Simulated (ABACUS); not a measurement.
# Bi (R-3m) in ABACUS: further runs

One crystal, Bi, is run at these levels: PBE; tasks: equation of state.

Program: ABACUS 3.10.1. These are calculated values, not measurements. Logs are shortened: lines on timing, memory, paths and dates and some standing lists are left out, and cuts for length are marked.

### 1 The structure

It takes space group R-3m (No. 166, trigonal). Conventional cell: a = 4.535 Å, b = 4.535 Å, c = 11.814 Å, α = 90.00°, β = 90.00°, γ = 120.00°. Around Bi (site symmetry 3m) lie 6 Bi at 3.06 to 3.52 Å.

### 2 Equation of state, PBE, 32.97 Å³/atom (volume scaled by 0.94)

File INPUT:

```
INPUT_PARAMETERS
suffix              Bi
calculation         scf
basis_type          lcao
pseudo_dir          ./
orbital_dir         ./
symmetry            1
dft_functional      pbe
ecutwfc             100
pseudo_rcut         10
nspin               1
nbands              19
ks_solver           genelpa
smearing_method     fd
smearing_sigma      0.00367493
scf_thr             1e-07
scf_nmax            100
mixing_type         broyden
mixing_beta         0.7
cal_force           1
cal_stress          1
out_mul             1
```

File STRU:

```
ATOMIC_SPECIES
Bi 208.9804 Bi.upf

NUMERICAL_ORBITAL
Bi_confined-atom_8au_2s2p2d.orb

LATTICE_CONSTANT
1.8897261246

LATTICE_VECTORS
2.2212115015 1.2824170583 3.8576100961
-2.2212115015 1.2824170583 3.8576100961
0.0000000000 -2.5648341167 3.8576100961

ATOMIC_POSITIONS
Direct

Bi
0.0
2
0.7660000000 0.7660000000 0.7660000000 1 1 1
0.2340000000 0.2340000000 0.2340000000 1 1 1
```

File KPT:

```
K_POINTS
0
Gamma
7 7 7 0 0 0
```

Potentials or basis: PseudoDojo NC SR 0.4.1 PBE standard, DZP LCAO (the cutoffs set its grid).

Run with:

```console
OMP_NUM_THREADS=1 mpirun -np 4 abacus > log
```

running log:

```text
ABACUS v3.10.1

               Atomic-orbital Based Ab-initio Computation at UStc

 ------------------------------------------------------------------------------------

 READING GENERAL INFORMATION
                           global_out_dir = OUT.Bi/
                           global_in_card = INPUT
                               pseudo_dir = ./
                              orbital_dir = ./
                                    DSIZE = 4
                                    GSIZE = 1

 READING UNITCELL INFORMATION
                                    ntype = 1
                  lattice constant (Bohr) = 1.88973
              lattice constant (Angstrom) = 1

 READING ATOM TYPE 1
                               atom label = Bi
                      L=0, number of zeta = 2
                      L=1, number of zeta = 2
                      L=2, number of zeta = 2
             number of atom for this type = 2

                        TOTAL ATOM NUMBER = 2
DIRECT COORDINATES
    atom                   x                   y                   z     mag                  vx                  vy                  vz
taud_Bi1            0.7660000000        0.7660000000        0.7660000000  0.0000        0.0000000000        0.0000000000        0.0000000000
taud_Bi2            0.2340000000        0.2340000000        0.2340000000  0.0000        0.0000000000        0.0000000000        0.0000000000

                          Volume (Bohr^3) = 444.924
                             Volume (A^3) = 65.9308

 Lattice vectors: (Cartesian coordinate: in unit of a_0)
             +2.22121            +1.28242            +3.85761
             -2.22121            +1.28242            +3.85761
                   +0            -2.56483            +3.85761
 Reciprocal vectors: (Cartesian coordinate: in unit of 2 pi/a_0)
            +0.225102           +0.129963          +0.0864093
            -0.225102           +0.129963          +0.0864093
                   +0           -0.259926          +0.0864093
 The esolver type has been set to : ksdft_lcao

                PAO radial cut off (Bohr) = 10

 Read in pseudopotential file is Bi.upf
                     pseudopotential type = NC
          exchange-correlation functional = PBE
                 nonlocal core correction = 1
                        valence electrons = 15
                                     lmax = 2
                           number of zeta = 3
                     number of projectors = 6
                           L of projector = 0
                           L of projector = 0
                           L of projector = 1
                           L of projector = 1
                           L of projector = 2
                           L of projector = 2
     initial pseudo atomic orbital number = 18

 SETUP THE ELECTRONS NUMBER
            electron number of element Bi = 15
      total electron number of element Bi = 30
            AUTOSET number of electrons:  = 30
                           occupied bands = 15
                                   NLOCAL = 36
                                   NBANDS = 19
                                   NBANDS = 19
                                   NLOCAL = 36

%%%%%%%%%%%%%%%%%%%%%%%%%%%%%%%%%%%%%%%%%%%%%%%%%%%%%%%%%%%%%%%%%%%%%%%%%%%%%%%%%%%%%%%%%%%%%%%%%%%%%%%%%%
 Warning: the number of valence electrons in pseudopotential > 5 for Bi: [Xe] 4f14 5d10 6s2 6p3
 Pseudopotentials with additional electrons can yield (more) accurate outcomes, but may be less efficient.
 If you're confident that your chosen pseudopotential is appropriate, you can safely ignore this warning.
%%%%%%%%%%%%%%%%%%%%%%%%%%%%%%%%%%%%%%%%%%%%%%%%%%%%%%%%%%%%%%%%%%%%%%%%%%%%%%%%%%%%%%%%%%%%%%%%%%%%%%%%%%

 SETUP THE PLANE WAVE BASIS
 energy cutoff for charge/potential (unit:Ry) = 400
            fft grid for charge/potential = [ 60, 60, 60 ]
                        fft grid division = [ 3, 3, 3 ]
        big fft grid for charge/potential = [ 20, 20, 20 ]
                                     nbxx = 2000
                                     nrxx = 54000

 SETUP PLANE WAVES FOR CHARGE/POTENTIAL
                    number of plane waves = 60155
                         number of sticks = 2043

 PARALLEL PW FOR CHARGE/POTENTIAL
     PROC   COLUMNS(POT)             PW
        1            511          15040
        2            511          15039
        3            510          15037
        4            511          15039
 --------------- sum -------------------
        4           2043          60155
                            number of |g| = 3978
                                  max |g| = 36.1711
                                  min |g| = 0.075028

----------- Double Check Mixing Parameters Begin ------------
mixing_type: broyden
[... 58 lines left out ...]
                     BRAVAIS LATTICE NAME = 07. Rhombohedral (Trigonal) cell
                                    ibrav = 7
                       right hand lattice = 1
(for k-lattice: )
                             BRAVAIS TYPE = 7
                     BRAVAIS LATTICE NAME = 07. Rhombohedral (Trigonal) cell
                                    ibrav = 7
                       right hand lattice = 1
                        ROTATION MATRICES = 12
                               nkstot_ibz = 44
K-POINTS REDUCTION ACCORDING TO SYMMETRY
     IBZ    DIRECT_X    DIRECT_Y    DIRECT_Z  WEIGHT  ibz2bz
       1  0.00000000  0.00000000  0.00000000  0.0029       0
       2  0.14285714  0.00000000  0.00000000  0.0175       1
       3  0.28571429  0.00000000  0.00000000  0.0175       2
       4  0.42857143  0.00000000  0.00000000  0.0175       3
       5  0.14285714  0.14285714  0.00000000  0.0175       8
       6  0.28571429  0.14285714  0.00000000  0.0350       9
[... 22 lines left out ...]
      29 -0.42857143  0.42857143  0.14285714  0.0350      74
      30 -0.28571429  0.42857143  0.14285714  0.0350      75
[... 14 further k points ...]

                               nkstot now = 44
[... K-POINTS DIRECT COORDINATES: 44 rows ...]

           k-point number in this process = 44
       minimum distributed K point number = 44
[... stars of the k points ...]

[... K-POINTS CARTESIAN COORDINATES: 44 rows ...]

[... K-POINTS DIRECT COORDINATES: 44 rows ...]

 SETUP PLANE WAVES FOR WAVE FUNCTIONS
     energy cutoff for wavefunc (unit:Ry) = 100
              fft grid for wave functions = [ 60, 60, 60 ]
                    number of plane waves = 9307
                         number of sticks = 589

 PARALLEL PW FOR WAVE FUNCTIONS
     PROC   COLUMNS(POT)             PW
        1            148           2327
        2            147           2326
        3            147           2327
        4            147           2327
 --------------- sum -------------------
        4            589           9307

 SET NONLOCAL PSEUDOPOTENTIAL PROJECTORS
 max number of nonlocal projetors among all species is 6

 -------------------------------------------
 SELF-CONSISTENT
 -------------------------------------------

 SETUP SEARCHING RADIUS FOR PROGRAM TO SEARCH ADJACENT ATOMS
                  longest orb rcut (Bohr) = 8
   longest nonlocal projector rcut (Bohr) = 2.54
                     search radius (Bohr) = 21.1
              searching radius is (Bohr)) = 21.1
         searching radius unit is (Bohr)) = 1.89
                         PeriodicBoundary = 1
                        Radius(unit:lat0) = 11.2
                                   glayer = [ 5, 5, 5 ]
                             glayer_minus = [ 4, 4, 4 ]

Find the coordinate range of the input atom(unit:lat0).
                                  min_tau = [ -17.8, -20.5, -43.6 ]
                                  max_tau = [ 17.8, 20.5, 55.2 ]
                                BoxNumber = [ 9, 9, 9 ]

 SETUP EXTENDED REAL SPACE GRID FOR GRID INTEGRATION
                          real space grid = [ 60, 60, 60 ]
                 big cell numbers in grid = [ 20, 20, 20 ]
             meshcell numbers in big cell = [ 3, 3, 3 ]
                        extended fft grid = [ 24, 24, 24 ]
                dimension of extened grid = [ 69, 69, 69 ]
                            UnitCellTotal = 125
              Atom number in sub-FFT-grid = 2
    Local orbitals number in sub-FFT-grid = 36
                                ParaV.nnr = 17010
                                 init_chg = atomic

 LCAO ALGORITHM --------------- ION=   1  ELEC=   1--------------------------------

 Density error is 0.0151703695456
----------------------------------------------------------
     Energy           Rydberg                 eV
----------------------------------------------------------
 E_KohnSham     -328.1781473563      -4465.0927631292
 E_Harris       -328.2893687105      -4466.6060072853
 E_Fermi        0.7997452624         10.8810925171
----------------------------------------------------------
[... 69 lines left out ...]
 Density error is 1.17679424343e-08
----------------------------------------------------------
     Energy           Rydberg                 eV
----------------------------------------------------------
 E_KohnSham     -328.1783259573      -4465.0951931201
 E_KS(sigma->0) -328.1782962676      -4465.0947891721
 E_Harris       -328.1783253081      -4465.0951842872
 E_band         -13.6470047710       -185.6770255183
 E_one_elec     -100.2530511531      -1364.0127375677
 E_Hartree      68.3959870802        930.5751446249
 E_xc           -86.7216992831       -1179.9092504932
 E_Ewald        -209.5995032220      -2851.7475417881
 E_entropy(-TS) -0.0000593792        -0.0008078960
 E_descf        0.0000000000         0.0000000000
 E_exx          0.0000000000         0.0000000000
 E_Fermi        0.8022499627         10.9151707127
----------------------------------------------------------

 charge density convergence is achieved
 final etot is -4465.0951931 eV
 EFERMI = 10.915170713 eV

 STATE ENERGY(eV) AND OCCUPATIONS    NSPIN == 1
 1/44 kpoint (Cartesian) = 0.0000 0.0000 0.0000 (1874 pws)
       1       -12.1732     0.00583090
       2       -12.1732     0.00583090
       3       -11.9836     0.00583090
       4       -11.9836     0.00583090
       5       -11.9602     0.00583090
       6       -11.7486     0.00583090
[... 104 lines left out ...]
       6       -11.8001      0.0699708
[... 11 lines left out ...]
      18        14.1356    7.45343e-30
      19        16.1817    1.26022e-47

[... levels at 38 further k points ...]

 correction force for each atom along direction 1 is 2.06627e-15
 correction force for each atom along direction 2 is 6.59542e-15
 correction force for each atom along direction 3 is 4.81611e-14
------------------------------------------------------------------------------------------
 TOTAL-FORCE (eV/Angstrom)
------------------------------------------------------------------------------------------
                       Bi1         0.0000000000         0.0000000000        -0.6474494385
                       Bi2         0.0000000000         0.0000000000         0.6474494385
------------------------------------------------------------------------------------------

----------------------------------------------------------------
 TOTAL-STRESS (KBAR)
----------------------------------------------------------------
        73.6121921118         0.0000000000         0.0000000000
        -0.0000000000        73.6121921101         0.0000000006
         0.0000000000         0.0000000006        62.9634537216
----------------------------------------------------------------
 TOTAL-PRESSURE: 70.062613 KBAR

 --------------------------------------------
 !FINAL_ETOT_IS -4465.0951931200634135 eV
 --------------------------------------------
```

It took 5.3 s on 4 MPI ranks of Intel Xeon at 2.60GHz (Ice Lake), shared host; peak memory 0.4 GiB.

Results:

```
Free energy            : -4465.0952 eV
Pressure               : 7.0 GPa
Largest force          : 0.647 eV/Å
Band gap on the k mesh : 0.32 eV, indirect (least direct gap 0.64 eV)
```

Caveat: the atomic orbitals were generated for these runs and aren't a published set; spin-orbit coupling is left out, which as a rule narrows the gap of such compounds by several tenths of an eV; an odd mesh through Γ misses points on the zone boundary, where band edges often lie; the basis of atomic orbitals isn't converged, which shifts pressures, moduli and gaps.

(Part 1 of 2 ends here.)
